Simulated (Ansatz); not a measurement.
# CuO (Pm-3m) in Ansatz: settings compared

Aim: see how the results for CuO move with the level of theory and the settings. Levels: PBE, PBE+D3(BJ), PBE+D3(BJ)-ATM, PBE+D4. Tasks: relaxation of cell and atoms.

All numbers are computed with Ansatz 0.2.0; they aren't measurements. Logs are shortened: lines on timing, memory, paths and dates and some standing lists are left out, and cuts for length are marked.

### 1 Starting point

The structure is cubic, space group Pm-3m (No. 221). Conventional cell: a = 2.553 Å, b = 2.553 Å, c = 2.553 Å, α = 90.00°, β = 90.00°, γ = 90.00°. Cu (site symmetry m-3m) has 8 O at 2.21 Å as nearest neighbours. Around O (site symmetry m-3m) lie 8 Cu at 2.21 Å.

Measurements of this composition are mostly on another form, of space group No. 15.

### 2 Relaxation of cell and atoms, PBE

input.yaml

```yaml
crystal:
  lattice:
    - [2.55255061, 0.0, 0.0]
    - [0.0, 2.55255061, 0.0]
    - [0.0, 0.0, 2.55255061]
  atoms:
    - { symbol: Cu, position: [0.0, 0.0, 0.0] }
    - { symbol: O, position: [0.5, 0.5, 0.5] }
hamiltonian:
  xc: pbe
  pseudopotentials: { kind: paw }
kpoints:
  mp_grid: { grid: [10, 10, 10] }
scf:
  occupations: { method: fermi_dirac, width: 0.05 }
output:
  forces: true
  stress: true
  eigenvalues: true
  write_density: true
  write_potential: true
  elf: true
  volumetric_format: npy
relax:
  f_tol: 0.01
  max_steps: 40
  cell: { stress_tol: 0.05 }
```

Potentials or basis: Ansatz PAW.

Run with:

```sh
$ ansatz run input.yaml --threads 2 --pin off --max-ram 5632MiB --backend cpu --events-out ev --progress --plain --runs-dir out
```

Log:

```text
Warning: RAYON_NUM_THREADS=2 ignored (pool sized by the plan → 2); use --threads N
Engine: ansatz 0.2.0, aarch64-unknown-linux-gnu
Pseudopotentials: kind: paw
Pseudopotential: Cu, paw, valence charge 19, recommended cutoff 420 eV (normal), Cu.paw.azcp
Pseudopotential: O, paw, valence charge 6, recommended cutoff 420 eV (normal), O.paw.azcp
Functional definition: PBE
  parameter kappa = 0.804
  parameter beta = 0.06672455060314922
  exchange = pbe_x(kappa = kappa, mu = beta*pi^2/3)
  correlation = pbe_c(beta = beta)
Crystal: 2 atoms, lattice volume = 16.631 Å³
Basis set: ecut = 420 eV, 341 PW (Γ), exchange–correlation on 36×36×36 points (8 copies of the dense FFT grid, shifted against one another)
Bands: 17, of which v1, the nominal top of the filled ones, is band 13 counted from 1 (12 counted from 0)
Symmetry: 48 space group operations
Space group: Pm-3m (ITA 221), of the structure as read, at distance tolerance 2.6e-5 Å
k-points: 56 of 1000
Non-local potential: Cu, projectors of the file, l = 0: 3, l = 1: 2, l = 2: 3, l = 3: 1
Non-local potential: O, projectors of the file, l = 0: 2, l = 1: 2, l = 2: 1
PAW form: soft (Blöchl's): semilocal exchange-correlation on the pseudo side does not see the compensation charge
PAW one-centre angular grid: Cu, 590 points (default); XC on 64 Gauss nodes
PAW one-centre angular grid: O, 110 points (default); XC on 64 Gauss nodes
Initial density: superposition of atomic densities (neutral atoms: chi_scale 0, normalization atom), corrected by the library's trained network
Initial wavefunctions: pseudopotential atomic-orbital guess
Functional: x = pbe(κ = 0.804, μ = 0.2195149727645171), c = pbe(β = 0.06672455060314922)
SCF iter   1: F=—  HF=-7189.905788 eV  |F-HF|=—  |Δ(HF+E_count)|=         —  Δρ=8.92e-3  dr2=1.02e-2  ethr=1.77e-3  ⟨swp⟩=5.2  Hψ=4058  notcnv=0
preconditioner: auto → none  [metal: Δε(μ)=0.032 eV  Ē_g=15.870 eV  σ=0.050 eV  W_gap=0.16  n_scr=6 (ndim 8)  ℏωp=37.5 eV  f_vac=0.000  D(μ)=2.75/eV (n_scr^D=32)  sad-step TF]
SCF iter   2: F=—  HF=-7189.905449 eV  |F-HF|=—  |Δ(HF+E_count)|=   3.39e-4  Δρ=5.22e-3  dr2=4.34e-3  ethr=4.08e-5  ⟨swp⟩=1.0  Hψ=1400  notcnv=0
SCF iter   3: F=—  HF=-7189.905036 eV  |F-HF|=—  |Δ(HF+E_count)|=   4.13e-4  Δρ=2.14e-3  dr2=4.50e-4  ethr=1.74e-5  ⟨swp⟩=1.0  Hψ=959  notcnv=0
SCF iter   4: F=—  HF=-7189.904898 eV  |F-HF|=—  |Δ(HF+E_count)|=   1.38e-4  Δρ=2.32e-4  dr2=2.04e-6  ethr=1.80e-6  ⟨swp⟩=2.1  Hψ=1343  notcnv=0
SCF iter   5: F=—  HF=-7189.904825 eV  |F-HF|=—  |Δ(HF+E_count)|=   7.29e-5  Δρ=4.88e-5  dr2=1.88e-7  ethr=8.15e-9  ⟨swp⟩=2.0  Hψ=1652  notcnv=0
SCF iter   6: F=-7189.904825 eV  HF=-7189.904825 eV  |F-HF|=9.38e-10  |Δ(HF+E_count)|=   2.59e-8  Δρ=4.29e-6  dr2=1.73e-9  ethr=4.00e-10  ⟨swp⟩=8.5  Hψ=6583  notcnv=0
SCF 1 converged in 6 iterations: F = -7189.904825 eV  dr2 = 1.73e-9
relax step   1: F+E_penalty+E_count = -7189.90482470 eV  Δ(F+E_penalty+E_count) = +0.000e0 eV  max|allowed force component| = 9.779e-30 eV/Å  Δτ_max = 0.0000 Å  P = +20.823 GPa  Ω = 16.631 Å³  (6 SCF iters, dr2 threshold 1.00e-7 eV, accepted)
Crystal: 2 atoms, lattice volume = 17.360 Å³
Initial density: handed on by an earlier stage of this run
Initial wavefunctions: those handed on with the density
iter 1 solved again at ethr=4.92e-5 eV; its pass at ethr=3.10e-3 eV (dr2=1.23e-2 eV) is discarded
SCF iter   1: F=—  HF=-7189.972575 eV  |F-HF|=—  |Δ(HF+E_count)|=         —  Δρ=9.49e-3  dr2=1.23e-2  ethr=4.92e-5  ⟨swp⟩=1.0  Hψ=5520  notcnv=0
preconditioner: auto → none  [metal: Δε(μ)=0.037 eV  Ē_g=15.409 eV  σ=0.050 eV  W_gap=0.18  n_scr=6 (ndim 8)  ℏωp=36.7 eV  f_vac=0.000  D(μ)=2.97/eV (n_scr^D=56)]
SCF iter   2: F=—  HF=-7189.970941 eV  |F-HF|=—  |Δ(HF+E_count)|=   1.63e-3  Δρ=3.41e-3  dr2=1.83e-3  ethr=4.92e-5  ⟨swp⟩=1.0  Hψ=952  notcnv=0
SCF iter   3: F=—  HF=-7189.970630 eV  |F-HF|=—  |Δ(HF+E_count)|=   3.12e-4  Δρ=8.21e-4  dr2=7.21e-5  ethr=7.31e-6  ⟨swp⟩=2.0  Hψ=1353  notcnv=0
SCF iter   4: F=—  HF=-7189.970510 eV  |F-HF|=—  |Δ(HF+E_count)|=   1.20e-4  Δρ=1.56e-4  dr2=1.68e-6  ethr=2.89e-7  ⟨swp⟩=2.1  Hψ=1296  notcnv=0
iter 5 did not close the SCF: its close was put off for the readings that it lacked (scf_convergence_deferred on its scf_iter line)
SCF iter   5: F=-7189.970511 eV  HF=-7189.970511 eV  |F-HF|=1.79e-8  |Δ(HF+E_count)|=   1.16e-6  Δρ=1.39e-5  dr2=9.70e-9  ethr=6.73e-9  ⟨swp⟩=2.2  Hψ=1403  notcnv=0
SCF iter   6: F=-7189.970511 eV  HF=-7189.970511 eV  |F-HF|=1.63e-10  |Δ(HF+E_count)|=   2.23e-9  Δρ=1.03e-6  dr2=1.04e-10  ethr=3.88e-11  ⟨swp⟩=4.8  Hψ=5161  notcnv=0
SCF 2 converged in 6 iterations: F = -7189.970511 eV  dr2 = 1.04e-10
[... 56 lines left out ...]
preconditioner: auto → none  [metal: Δε(μ)=0.040 eV  Ē_g=14.849 eV  σ=0.050 eV  W_gap=0.19  n_scr=6 (ndim 8)  ℏωp=35.8 eV  f_vac=0.000  D(μ)=3.15/eV (n_scr^D=56)]
SCF iter   2: F=—  HF=-7190.003752 eV  |F-HF|=—  |Δ(HF+E_count)|=   1.05e-4  Δρ=2.59e-5  dr2=1.12e-7  ethr=2.58e-9  ⟨swp⟩=2.4  Hψ=1334  notcnv=0
iter 3 did not close the SCF: its close was put off for the readings that it lacked (scf_convergence_deferred on its scf_iter line)
SCF iter   3: F=-7190.003752 eV  HF=-7190.003752 eV  |F-HF|=8.75e-9  |Δ(HF+E_count)|=   1.65e-8  Δρ=7.77e-6  dr2=6.12e-9  ethr=4.49e-10  ⟨swp⟩=2.2  Hψ=1371  notcnv=0
iter 4 did not close the SCF: its close was put off for the readings that it lacked (scf_convergence_deferred on its scf_iter line)
SCF iter   4: F=-7190.003752 eV  HF=-7190.003752 eV  |F-HF|=3.18e-11  |Δ(HF+E_count)|=   1.56e-9  Δρ=1.30e-6  dr2=7.47e-11  ethr=2.45e-11  ⟨swp⟩=2.0  Hψ=1300  notcnv=0
iter 5 did not close the SCF: its close was put off for the readings that it lacked (scf_convergence_deferred on its scf_iter line)
SCF iter   5: F=-7190.003752 eV  HF=-7190.003752 eV  |F-HF|=1.09e-11  |Δ(HF+E_count)|=  4.00e-11  Δρ=3.34e-7  dr2=2.10e-11  ethr=1.00e-12  ⟨swp⟩=1.2  Hψ=1029  notcnv=0
SCF iter   6: F=-7190.003752 eV  HF=-7190.003752 eV  |F-HF|=0.00e0  |Δ(HF+E_count)|=  2.73e-12  Δρ=3.20e-8  dr2=6.70e-14  ethr=1.00e-12  ⟨swp⟩=3.5  Hψ=3640  notcnv=0
SCF 7 converged in 6 iterations: F = -7190.003752 eV  dr2 = 6.70e-14
relax step   7: F+E_penalty+E_count = -7190.00375226 eV  Δ(F+E_penalty+E_count) = +2.948e-5 eV  max|allowed force component| = 2.597e-30 eV/Å  Δτ_max = 0.0000 Å  P = +0.002 GPa  Ω = 18.309 Å³  energy of the carried Pulay correction = -4.031e-4 eV  (6 SCF iters, accepted)
iter 1 solved again at ethr=1.54e-9 eV; its pass at ethr=3.10e-3 eV (dr2=3.84e-7 eV) is discarded
SCF iter   1: F=—  HF=-7190.004285 eV  |F-HF|=—  |Δ(HF+E_count)|=         —  Δρ=4.49e-5  dr2=6.59e-8  ethr=1.54e-9  ⟨swp⟩=3.5  Hψ=7133  notcnv=0
SCF iter   2: F=—  HF=-7190.004180 eV  |F-HF|=—  |Δ(HF+E_count)|=   1.05e-4  Δρ=2.05e-5  dr2=9.72e-9  ethr=2.64e-10  ⟨swp⟩=2.0  Hψ=1420  notcnv=0
SCF iter   3: F=—  HF=-7190.004180 eV  |F-HF|=—  |Δ(HF+E_count)|=   2.09e-8  Δρ=3.02e-6  dr2=2.34e-10  ethr=3.89e-11  ⟨swp⟩=2.0  Hψ=1392  notcnv=0
iter 4 did not close the SCF: its close was put off for the readings that it lacked (scf_convergence_deferred on its scf_iter line)
SCF iter   4: F=-7190.004180 eV  HF=-7190.004180 eV  |F-HF|=4.55e-12  |Δ(HF+E_count)|=  7.63e-10  Δρ=4.40e-7  dr2=1.56e-11  ethr=1.00e-12  ⟨swp⟩=2.0  Hψ=1423  notcnv=0
iter 5 did not close the SCF: its close was put off for the readings that it lacked (scf_convergence_deferred on its scf_iter line)
SCF iter   5: F=-7190.004180 eV  HF=-7190.004180 eV  |F-HF|=1.46e-11  |Δ(HF+E_count)|=  1.09e-11  Δρ=2.61e-7  dr2=6.87e-12  ethr=1.00e-12  ⟨swp⟩=1.0  Hψ=952  notcnv=0
SCF iter   6: F=-7190.004180 eV  HF=-7190.004180 eV  |F-HF|=9.09e-13  |Δ(HF+E_count)|=  3.64e-12  Δρ=3.02e-8  dr2=1.45e-13  ethr=1.00e-12  ⟨swp⟩=3.6  Hψ=3672  notcnv=0
SCF 8 converged in 6 iterations: F = -7190.004180 eV  dr2 = 1.45e-13
relax step   8: F+E_penalty+E_count = -7190.00418035 eV  Δ(F+E_penalty+E_count) = -4.281e-4 eV  max|allowed force component| = 2.465e-30 eV/Å  Δτ_max = 0.0000 Å  P = +0.011 GPa  Ω = 18.309 Å³  stress off target by 1.08e-2 GPa  SCF on the basis re-selected at this cell (its energy is not comparable with the rows above)  (6 SCF iters)
basis re-selected at this cell: Δ(F+E_penalty+E_count) = -4.281e-4 eV, ΔP = +0.008 GPa vs the last step (what re-selecting the basis moved, of the pressure what is left beyond the Pulay correction that the steps carried, after the strain that the cell walked since its last selection, with what the two solves' SCF thresholds leave and, on support functions, any second-order correction that the steps lacked; it is no measure of the basis error at this ecutwfc). This SCF's stress stands 1.08e-2 GPa from its target on what of the cell is left free (relax.cell.stress_tol is 5.00e-2 GPa) and its largest allowed force component is 2.47e-30 eV/Å (relax.f_tol is 1.00e-2 eV/Å): within both
SCF converged after 6 iterations
Free energy (F): -7190.004180 eV
Harris-Foulkes:  -7190.004180 eV  (|F-HF|=9.09e-13)
Internal energy: -7189.978236 eV  (E = F + TS)
E sigma→0 (E₀):  -7189.991208 eV
Entropy (-TS):   -0.025945 eV (-12.972 meV/atom)
Fermi energy:    13.520284 eV
--- Per-component energies (eV) ---
  E_band       = -378.896646
  E_kinetic    = 470.063719
  E_local      = -4493.268667  (includes V_loc(G=0)·N_el)
  E_nonlocal   = 445.090746
  E_hartree    = 1950.251603
  E_xc         = -161.071380
  E_vxc        = -206.751688  (∫ρ·V_xc dr)
  E_paw        = -1824.579521  (= ΣΔE_a)
  E_vpaw       = -494.536591  (= ΣTr[D̂ρ^β])
  E_aug_tail   = 0.002632  (compensation charges beyond the density's cutoff)
  E_ewald      = -3576.467368
  E_smearing   = -0.025945  (= −TS)
  E_closure    = 0.000000  (closes the sum)
  Σ components = -7190.004180   (vs F -7190.004180, Δ=0.00e0)
--- Forces (eV/Å), atoms counted from 1 ---
  atom   1  Cu     0.00000000    -0.00000000    -0.00000000
  atom   2  O      0.00000000     0.00000000     0.00000000
  max |Σ_I F_I| component: 5.06e-30 eV/Å
--- Stress (GPa, compression-positive) ---
        0.010821       0.000000      -0.000000
       -0.000000       0.010821      -0.000000
       -0.000000      -0.000000       0.010821
  P = ⅓ Tr σ = 0.0108 GPa (0.108 kbar)
--- Band table (eV; the first three rows and the last of 56) ---
  k-point 0: bands = ["-98.5381", "-55.9057", "-55.9057", "-55.9057", "-5.7330", "10.3119", "10.3119", "11.7053", "11.7053", "11.7053", "11.9668", "11.9668", "11.9668", "14.2096", "29.2176", "29.2176", "33.0412"]
  k-point 1: bands = ["-98.5378", "-55.9095", "-55.9054", "-55.9054", "-5.6347", "9.9658", "10.3359", "11.2914", "11.2914", "11.2956", "11.9723", "12.4193", "12.4193", "14.9801", "28.4027", "29.3233", "32.8981"]
  k-point 2: bands = ["-98.5370", "-55.9194", "-55.9046", "-55.9046", "-5.3631", "8.6788", "10.3993", "10.8439", "10.8439", "11.4022", "11.9867", "12.9720", "12.9720", "16.2592", "26.6678", "29.6395", "32.4691"]
  k-point 55: bands = ["-98.5294", "-55.9378", "-55.9378", "-55.9378", "-2.9376", "7.7042", "7.7042", "7.7042", "12.4204", "12.4204", "13.8326", "13.8326", "13.8326", "20.5173", "20.5173", "20.5173", "26.4250"]
--- Relaxed structure (6 steps of the walk, 6 accepted, 2 SCFs on fresh bases) ---
  F+E_penalty+E_count = -7190.00418035 eV   max|allowed force component| = 2.465e-30 eV/Å   (the final SCF, on the basis selected at the relaxed cell)
  cell:  # Å, volume = 18.3092 Å³
    - [2.635661437822257, -5.76775894803469e-34, 2.317134464340893e-34]
    - [-5.76775894803469e-34, 2.635661437822257, 6.419766481290786e-35]
    - [2.317134464340893e-34, 6.419766481290786e-35, 2.635661437822257]
  atoms:
    - { symbol: Cu, position: [4.14594043150159e-47, 1.1789249256472247e-36, -4.021529366771898e-87] }
    - { symbol: O, position: [0.5, 0.5, 0.5] }
```

It took 5.1 s on 2 threads of Arm Neoverse V2, shared host; peak memory 0.28 GiB.

Results:

```yaml
Free_energy: -7190.0042 eV
Relaxed_volume: 9.15 Å³/atom
Relaxed_cell: a = 2.636 Å, b = 2.636 Å, c = 2.636 Å, α = 90.00°, β = 90.00°, γ = 90.00°
Space_group_after_relaxing_to_0.05_Å: Pm-3m (No. 221)
Energy_gained_by_relaxing: 49.7 meV/atom
Ionic_steps: 8
Pressure_after_relaxing: 0.0 GPa
Band_gap_on_the_k_mesh: none (metal or under the smearing width)
```

The path:
```
step  energy change (eV)  largest force (eV/Å)  volume (Å³)
   1              0.0000                0.0000        16.63
   2             -0.0657                0.0000        17.36
   3             -0.0876                0.0000        18.11
   4             -0.0875                0.0000        18.22
   5             -0.0991                0.0000        18.22
   6             -0.0990                0.0000        18.30
   7             -0.0989                0.0000        18.31
   8             -0.0994                0.0000        18.31
```

Final structure:
```xyz
2
Lattice="2.6357 0.0000 0.0000 0.0000 2.6357 0.0000 0.0000 0.0000 2.6357" Properties=species:S:1:pos:R:3 pbc="T T T"
Cu    0.0000    0.0000    0.0000
O     1.3178    1.3178    1.3178
```

Levels at points of the mesh, in eV from the Fermi level:
```
              k point  band 9  band 10  band 11  band 12  band 13  band 14  band 15  band 16  band 17
   (0.00, 0.00, 0.00)   -1.81    -1.81    -1.55    -1.55    -1.55     0.69    15.70    15.70    19.52
  (0.00, 0.00, -0.50)   -2.95    -1.50    -1.10     0.41     0.41     6.40     7.82    17.59    17.59
 (0.00, -0.50, -0.50)   -2.07    -2.00    -2.00    -1.13    -0.88     5.18    11.29    11.29    17.09
(-0.50, -0.50, -0.50)   -1.10    -1.10     0.31     0.31     0.31     7.00     7.00     7.00    12.90
```

Caveat: the plane-wave basis is chosen anew once the cell has moved, so the energies of steps on either side of that aren't comparable; the pressure holds a Pulay correction of +0.7 GPa for the finite cutoff; an odd number of electrons without spin polarisation forces a metal; a magnetic or distorted state may lie lower; the run has no spin polarisation, though such a crystal can be magnetic; semilocal functionals often make such compounds metallic where correlation or magnetic order opens a gap, which also shifts bond lengths.

### 3 Relaxation of cell and atoms, PBE+D3(BJ)

input.yaml, as its differences from that of step 2:

```diff
@@ -11,2 +11,3 @@
   pseudopotentials: { kind: paw }
+  dispersion: d3bj
 kpoints:
```

Potentials or basis: Ansatz PAW.

Run with:

```sh
$ ansatz run input.yaml --threads 2 --pin off --max-ram 5632MiB --backend cpu --events-out ev --progress --plain --runs-dir out
```

Run time: 4.5 s. Hardware: 2 threads of Arm Neoverse V2, shared host; peak memory 0.28 GiB.

Results (log left out):

- Free energy: -7190.6418 eV
- Relaxed volume: 8.87 Å³/atom
- Relaxed cell: a = 2.608 Å, b = 2.608 Å, c = 2.608 Å, α = 90.00°, β = 90.00°, γ = 90.00°
- Space group after relaxing (to 0.05 Å): Pm-3m (No. 221)
- Energy gained by relaxing: 22.6 meV/atom
- Ionic steps: 7
- Pressure after relaxing: 0.0 GPa
- Band gap on the k mesh: none (metal or under the smearing width)

Step by step:
| step | energy change (eV) | largest force (eV/Å) | volume (Å³) |
| --- | --- | --- | --- |
| 1 | 0.0000 | 0.0000 | 16.63 |
| 2 | -0.0292 | 0.0000 | 17.12 |
| 3 | -0.0385 | 0.0000 | 17.63 |
| 4 | -0.0384 | 0.0000 | 17.69 |
| 5 | -0.0452 | 0.0000 | 17.69 |
| 6 | -0.0450 | 0.0000 | 17.73 |
| 7 | -0.0452 | 0.0000 | 17.73 |

Final structure:
```cif
data_structure
_symmetry_space_group_name_H-M 'P 1'
_symmetry_Int_Tables_number 1
_cell_length_a 2.6076
_cell_length_b 2.6076
_cell_length_c 2.6076
_cell_angle_alpha 90.000
_cell_angle_beta 90.000
_cell_angle_gamma 90.000
_cell_volume 17.73
loop_
_atom_site_label
_atom_site_type_symbol
_atom_site_fract_x
_atom_site_fract_y
_atom_site_fract_z
_atom_site_occupancy
Cu1 Cu 0.00000 0.00000 0.00000 1
O1 O 0.50000 0.50000 0.50000 1
```

Levels at points of the mesh, in eV from the Fermi level:
```csv
k point,band 9,band 10,band 11,band 12,band 13,band 14,band 15,band 16,band 17
"(0.00, 0.00, 0.00)",-1.91,-1.91,-1.61,-1.61,-1.61,0.86,15.85,15.85,19.96
"(0.00, 0.00, -0.50)",-3.09,-1.55,-1.13,0.42,0.42,6.56,8.09,17.66,17.86
"(0.00, -0.50, -0.50)",-2.13,-2.08,-2.08,-1.16,-0.94,5.30,11.53,11.53,17.37
"(-0.50, -0.50, -0.50)",-1.13,-1.13,0.33,0.33,0.33,7.02,7.02,7.02,13.35
```

Caveat: the plane-wave basis is chosen anew once the cell has moved, so the energies of steps on either side of that aren't comparable; the pressure holds a Pulay correction of +0.8 GPa for the finite cutoff; an odd number of electrons without spin polarisation forces a metal; a magnetic or distorted state may lie lower; the run has no spin polarisation, though such a crystal can be magnetic; semilocal functionals often make such compounds metallic where correlation or magnetic order opens a gap, which also shifts bond lengths; pairwise dispersion overbinds metals, which lowers pressure and volume. With open d or f shells a metallic result of PBE can be an artefact of self-interaction; +U or a hybrid may open a gap.

(Continued in part 2 of 2.)
